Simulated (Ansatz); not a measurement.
# HfC (Fm-3m) in Ansatz: further runs

The runs below take HfC through single point, with PBE, BLYP.

All numbers are computed with Ansatz 0.2.0; they aren't measurements. Logs are shortened: lines on timing, memory, paths and dates and some standing lists are left out, and cuts for length are marked.

### 1 The structure

It takes space group Fm-3m (No. 225, cubic). Conventional cell: a = 4.650 Å, b = 4.650 Å, c = 4.650 Å, α = 90.00°, β = 90.00°, γ = 90.00°. Hf (site symmetry m-3m) has 6 C at 2.33 Å as nearest neighbours. C (site symmetry m-3m) is surrounded by 6 Hf at 2.33 Å.

### 2 Single point, PBE

The input, input.yaml:

```yaml
crystal:
  lattice:
    - [0.0, 2.325, 2.325]
    - [2.325, 0.0, 2.325]
    - [2.325, 2.325, 0.0]
  atoms:
    - { symbol: Hf, position: [0.5, 0.5, 0.5] }
    - { symbol: C, position: [0.0, 0.0, 0.0] }
kpoints:
  mp_grid: { grid: [7, 7, 7] }
scf:
  occupations: { method: fermi_dirac, width: 0.03 }
hamiltonian:
  xc: pbe
  pseudopotentials: { kind: all_electron, lapw: { basis_error: 0.004 } }
output:
  forces: true
  stress: true
  eigenvalues: true
```

Potentials or basis: all-electron LAPW, scalar-relativistic.

Started as:

```
ansatz run input.yaml --threads 1 --pin off --max-ram 3072MiB --backend cpu --events-out ev --progress --plain --runs-dir out
```

Log:

```text
Warning: RAYON_NUM_THREADS=1 ignored (pool sized by the plan → 1); use --threads N
LAPW: plane waves up to 8.177 Å⁻¹, error target 4.0e-3 eV per atom; small_component_spin mean_spin; C in spheres of 0.951 Å, 6 of its electrons in bands, Dirac shells []; Hf in spheres of 1.374 Å, 42 of its electrons in bands, Dirac shells [] (how accurate: hamiltonian.pseudopotentials.lapw.basis_error, Limitations)
Engine: ansatz 0.2.0, x86_64-unknown-linux-gnu
Pseudopotentials: kind: all_electron
Pseudopotential: Hf, LAPW, valence charge 42, lapw/all_electron/scalar/gaussian/Hf, Koelling and Harmon's equation, gaussian nucleus
Pseudopotential: C, LAPW, valence charge 6, lapw/all_electron/scalar/gaussian/C, Koelling and Harmon's equation, gaussian nucleus
Functional definition: PBE
  parameter kappa = 0.804
  parameter beta = 0.06672455060314922
  exchange = pbe_x(kappa = kappa, mu = beta*pi^2/3)
  correlation = pbe_c(beta = beta)
Crystal: 2 atoms, lattice volume = 25.136 Å³
Basis set: ecut = 254.74719910486363 eV, 259 PW (Γ), exchange–correlation at level 2
Bands: 29, of which v1, the nominal top of the filled ones, is band 24 counted from 1 (23 counted from 0)
Symmetry: 48 space group operations
Space group: Fm-3m (ITA 225), of the structure as read, at distance tolerance 2.9e-5 Å
k-points: 20 of 343
Non-local potential: Hf, projectors of the file, none
Non-local potential: C, projectors of the file, none
Initial density: superposition of atomic densities (chi_scale 0.1, normalization cell, long waves kept (reshape's long-wave potential 0.00 eV rms))
Initial wavefunctions: plane waves of lowest kinetic energy (no species holds an atomic orbital)
Functional: x = pbe(κ = 0.804, μ = 0.2195149727645171), c = pbe(β = 0.06672455060314922)
iter 1 solved again at ethr=1.24e-2 eV; its pass at ethr=1.00e-1 eV (dr2=5.96e0 eV) is discarded
SCF iter   1: F=—  HF=-411290.929549 eV  |F-HF|=—  |Δ(HF+E_count)|=         —  Δρ=1.29e-1  dr2=5.96e0  ethr=1.24e-2  ⟨swp⟩=2.0  Hψ=3458  notcnv=0
preconditioner: auto → none  [insulator: Δε(μ)=0.448 eV  Ē_g=18.119 eV  σ=0.030 eV  W_gap=0.53  n_scr=14 (ndim 8)  ℏωp=39.2 eV  f_vac=0.000  D(μ)=0.32/eV (n_scr^D=0)  ε∞_Penn≈5.7]
SCF iter   2: F=—  HF=-411289.998698 eV  |F-HF|=—  |Δ(HF+E_count)|=   9.31e-1  Δρ=8.18e-2  dr2=2.13e0  ethr=1.24e-2  ⟨swp⟩=3.0  Hψ=1762  notcnv=0
iter 3 solved again at ethr=5.44e-5 eV; its pass at ethr=4.45e-3 eV (dr2=2.61e-2 eV) is discarded
SCF iter   3: F=—  HF=-411288.938981 eV  |F-HF|=—  |Δ(HF+E_count)|=    1.06e0  Δρ=1.22e-2  dr2=2.62e-2  ethr=5.44e-5  ⟨swp⟩=2.0  Hψ=3044  notcnv=0
SCF iter   4: F=—  HF=-411288.935410 eV  |F-HF|=—  |Δ(HF+E_count)|=         —  Δρ=5.26e-3  dr2=5.31e-3  ethr=5.44e-5  ⟨swp⟩=2.0  Hψ=1748  notcnv=0
the basis was enlarged: its passes take 189.8 KiB over the memory plan, 1 of 1 planned eigensolver slots
SCF iter   5: F=—  HF=-411288.935171 eV  |F-HF|=—  |Δ(HF+E_count)|=   2.39e-4  Δρ=1.10e-3  dr2=1.99e-4  ethr=1.11e-5  ⟨swp⟩=2.0  Hψ=1722  notcnv=0
SCF iter   6: F=—  HF=-411288.934799 eV  |F-HF|=—  |Δ(HF+E_count)|=   3.72e-4  Δρ=3.48e-4  dr2=2.42e-5  ethr=4.15e-7  ⟨swp⟩=2.1  Hψ=1721  notcnv=0
SCF iter   7: F=—  HF=-411288.934720 eV  |F-HF|=—  |Δ(HF+E_count)|=   7.87e-5  Δρ=2.99e-5  dr2=2.51e-7  ethr=5.05e-8  ⟨swp⟩=3.0  Hψ=1774  notcnv=0
SCF iter   8: F=-411288.934719 eV  HF=-411288.934719 eV  |F-HF|=9.31e-10  |Δ(HF+E_count)|=   4.83e-7  Δρ=2.94e-6  dr2=1.23e-9  ethr=5.22e-10  ⟨swp⟩=3.0  Hψ=1778  notcnv=0
SCF 1 converged in 8 iterations: F = -411288.934719 eV  dr2 = 1.23e-9
SCF converged after 8 iterations
Free energy (F): -411288.934719 eV
Harris-Foulkes:  -411288.934719 eV  (|F-HF|=9.31e-10)
Internal energy: -411288.932115 eV  (E = F + TS)
E sigma→0 (E₀):  -411288.933417 eV
Entropy (-TS):   -0.002605 eV (-1.302 meV/atom)
Fermi energy:    20.375186 eV
--- Per-component energies (eV) ---
  E_band       = -4279.416185
  E_kinetic    = 457513.929446
  E_xc         = -8563.370130
  E_electrostatic = -860239.491431  (all electrons and nuclei)
  E_smearing   = -0.002605  (= −TS)
  E_closure    = 0.000000  (closes the sum)
  E_atoms      = -411270.553854  (free atoms, spherical and without spin; not in F)
  Σ components = -411288.934719   (vs F -411288.934719, Δ=0.00e0)
  Basis errors (estimates in eV, not in F): energy 1.5e-3 per atom: plane waves 1.4e-3 (7.4e-4 summed), levels above the bands 4.8e-102, relativity 8.3e-8, radial functions 1.4e-4, core shells 9.7e-8; eigenvalues (radial functions only) 3.5e-5; not estimated: angular momenta, meshes, grids; target (lapw.basis_error) 4.0e-3; muffin-tin radii C 0.951 Å, Hf 1.374 Å
--- Forces (eV/Å), atoms counted from 1 ---
  atom   1  Hf    -0.00000000     0.00000000     0.00000000
  atom   2  C      0.00000000    -0.00000000     0.00000000
  max |Σ_I F_I| component: 1.50e-30 eV/Å
--- Stress (GPa, compression-positive) ---
        0.367927       0.000000      -0.000000
        0.000000       0.367927       0.000000
       -0.000000       0.000000       0.367927
  P = ⅓ Tr σ = 0.3679 GPa (3.679 kbar)
--- Band table (eV; the first three rows and the last of 20) ---
  k-point 0: bands = ["-352.1802", "-352.1802", "-352.1802", "-244.0454", "-180.0527", "-180.0527", "-180.0527", "-180.0344", "-180.0344", "-40.6519", "-9.1042", "-9.1042", "-9.1042", "8.1546", "9.3821", "9.3915", "9.3915", "9.3915", "9.4717", "9.4717", "9.4717", "21.5350", "21.5350", "21.5350", "21.8399", "21.8399", "21.8399", "23.8399", "23.8399"]
  k-point 1: bands = ["-352.1802", "-352.1802", "-352.1802", "-244.0454", "-180.0527", "-180.0527", "-180.0527", "-180.0344", "-180.0344", "-40.6444", "-9.2387", "-9.1173", "-9.1173", "8.6302", "9.3892", "9.4030", "9.4030", "9.4127", "9.4613", "9.4613", "9.4722", "19.3809", "19.9606", "19.9606", "22.5274", "22.5274", "22.8913", "25.7609", "25.7609"]
  k-point 2: bands = ["-352.1802", "-352.1802", "-352.1802", "-244.0454", "-180.0527", "-180.0527", "-180.0527", "-180.0344", "-180.0344", "-40.6273", "-9.5283", "-9.1464", "-9.1464", "9.2611", "9.4076", "9.4256", "9.4256", "9.4436", "9.4436", "9.4732", "10.0818", "16.8633", "18.4031", "18.4031", "23.7452", "23.9072", "23.9072", "28.7388", "28.7388"]
  k-point 19: bands = ["-352.1802", "-352.1802", "-352.1802", "-244.0454", "-180.0527", "-180.0527", "-180.0527", "-180.0344", "-180.0344", "-40.5992", "-9.5441", "-9.5159", "-9.3077", "9.3617", "9.4105", "9.4212", "9.4286", "9.4369", "9.4486", "9.4526", "10.9326", "16.8909", "17.7262", "18.2108", "23.3784", "24.8700", "27.0317", "28.0318", "28.9026"]
```

Wall time 1.4 s (1 thread of AMD EPYC 9R45 (Zen 5), shared host); peak memory 0.3 GiB.

Results:

| Quantity | Value |
| --- | --- |
| Free energy | -411288.9347 eV |
| Pressure | 0.4 GPa |
| Band gap on the k mesh | none (metal or under the smearing width) |

Caveat: the k mesh is thin for a metal, which can move the energy by tens of meV per atom. Spin-orbit coupling is left out, which matters for the levels of Hf.

### 3 Single point, PBE

The input, input.yaml:

```yaml
crystal:
  lattice:
    - [0.0, 2.325, 2.325]
    - [2.325, 0.0, 2.325]
    - [2.325, 2.325, 0.0]
  atoms:
    - { symbol: Hf, position: [0.5, 0.5, 0.5] }
    - { symbol: C, position: [0.0, 0.0, 0.0] }
kpoints:
  mp_grid: { grid: [10, 10, 10] }
scf:
  occupations: { method: gaussian, width: 0.023 }
hamiltonian:
  xc: pbe
  pseudopotentials: { kind: all_electron, lapw: { basis_error: 0.001 } }
output:
  forces: true
  stress: true
  eigenvalues: true
```

Potentials or basis: all-electron LAPW, scalar-relativistic.

Started as:

```
ansatz run input.yaml --threads 1 --pin off --max-ram 3072MiB --backend cpu --events-out ev --progress --plain --runs-dir out
```

It took 3.6 s on 1 thread of AMD EPYC 9R45 (Zen 5), shared host; peak memory 0.37 GiB.

It converged, with:

```yaml
Free_energy: -411288.9415 eV
Pressure: 0.3 GPa
Band_gap_on_the_k_mesh: none (metal or under the smearing width)
```

Levels at points of the mesh, in eV from the Fermi level:
| k point | band 21 | band 22 | band 23 | band 24 | band 25 | band 26 | band 27 | band 28 |
| --- | --- | --- | --- | --- | --- | --- | --- | --- |
| (0.00, 0.00, 0.00) | -11.05 | 1.01 | 1.01 | 1.01 | 1.32 | 1.32 | 1.32 | 3.32 |
| (0.00, 0.00, -0.50) | -8.49 | -6.20 | -3.06 | -3.06 | 5.24 | 5.24 | 5.70 | 6.52 |
| (0.00, -0.50, -0.50) | -10.49 | -2.66 | -1.84 | -0.12 | -0.12 | 5.24 | 6.67 | 6.67 |

The run has no spin-orbit coupling, so splittings on Hf are missing.

### 4 Single point, PBE

Edit input.yaml of step 3 so:

```diff
@@ -11,3 +11,3 @@
 scf:
-  occupations: { method: gaussian, width: 0.023 }
+  occupations: { method: gaussian, width: 0.019 }
 hamiltonian:
```

Started as:

```
ansatz run input.yaml --threads 1 --pin off --max-ram 3072MiB --backend cpu --events-out ev --progress --plain --runs-dir out
```

It took 3.2 s on 1 thread of AMD EPYC 9R45 (Zen 5), shared host; peak memory 0.37 GiB.

The run converged. Its results:

* Free energy: -411288.9415 eV
* Pressure: 0.3 GPa
* Band gap on the k mesh: none (metal or under the smearing width)

Levels at points of the mesh, in eV from the Fermi level:
| k point | band 20 | band 21 | band 22 | band 23 | band 24 | band 25 | band 26 | band 27 | band 28 | band 29 |
| --- | --- | --- | --- | --- | --- | --- | --- | --- | --- | --- |
| (0.00, 0.00, 0.00) | -11.04 | -11.04 | 1.01 | 1.01 | 1.01 | 1.32 | 1.32 | 1.32 | 3.32 | 3.32 |
| (0.00, 0.00, -0.50) | -11.04 | -8.49 | -6.20 | -3.06 | -3.06 | 5.25 | 5.25 | 5.70 | 6.52 | 11.31 |
| (0.00, -0.50, -0.50) | -11.07 | -10.49 | -2.66 | -1.84 | -0.12 | -0.12 | 5.24 | 6.67 | 6.67 | 8.37 |

Spin-orbit coupling is left out, which matters for the levels of Hf.

### 5 Single point, BLYP

Edit input.yaml of step 4 so:

```diff
@@ -11,5 +11,5 @@
 scf:
-  occupations: { method: gaussian, width: 0.019 }
+  occupations: { method: tetrahedron }
 hamiltonian:
-  xc: pbe
+  xc: blyp
   pseudopotentials: { kind: all_electron, lapw: { basis_error: 0.001 } }
```

Started as:

```
ansatz run input.yaml --threads 1 --pin off --max-ram 3072MiB --backend cpu --events-out ev --progress --plain --runs-dir out
```

Wall time 3.8 s (1 thread of AMD EPYC 9R45 (Zen 5), shared host); peak memory 0.37 GiB.

The run converged. Its results:

```
Free energy            : -411313.4060 eV
Pressure               : 7.6 GPa
Band gap on the k mesh : none (metal or under the smearing width)
```

Levels at points of the mesh, in eV from the Fermi level:
```tsv
k point	band 20	band 21	band 22	band 23	band 24	band 25	band 26	band 27	band 28	band 29
(0.00, 0.00, 0.00)	-11.18	-11.18	0.95	0.95	0.95	1.29	1.29	1.29	3.23	3.23
(0.00, 0.00, -0.50)	-11.18	-8.49	-6.09	-3.09	-3.09	5.07	5.07	5.58	6.87	11.09
(0.00, -0.50, -0.50)	-11.20	-10.49	-2.54	-1.73	-0.12	-0.12	5.09	6.44	6.44	8.39
```

Caveat: with tetrahedron occupations forces and stress needn't match the slope of the energy.

### 6 The runs side by side

| level | k mesh | cutoff (eV) | smearing | basis error allowed | gap on the mesh (eV) | pressure (GPa) |
| --- | --- | --- | --- | --- | --- | --- |
| PBE | 7 × 7 × 7 | 255 | fermi-dirac 0.03 eV | 0.004 eV/atom | none | 0.4 |
| PBE | 10 × 10 × 10 | 303 | gaussian 0.023 eV | 0.001 eV/atom | none | 0.3 |
| PBE | 10 × 10 × 10 | 303 | gaussian 0.019 eV | 0.001 eV/atom | none | 0.3 |
| BLYP | 10 × 10 × 10 | 303 | tetrahedron | 0.001 eV/atom | none | 7.6 |

Alike in all rows: task single point; potentials or basis all-electron LAPW, scalar-relativistic; no spin polarisation; cell as given.

Every run on the cell as given and a fine mesh finds a metal. The pressure there spans 0.3 GPa (PBE) to 7.6 GPa (BLYP); a positive pressure means that this level wants a larger cell, a negative one a smaller.

Caveats: the k mesh is thin for a metal, which can move the energy by tens of meV per atom (some runs); with tetrahedron occupations forces and stress needn't match the slope of the energy (some runs).

Compare energies only between runs with the same functional and basis.
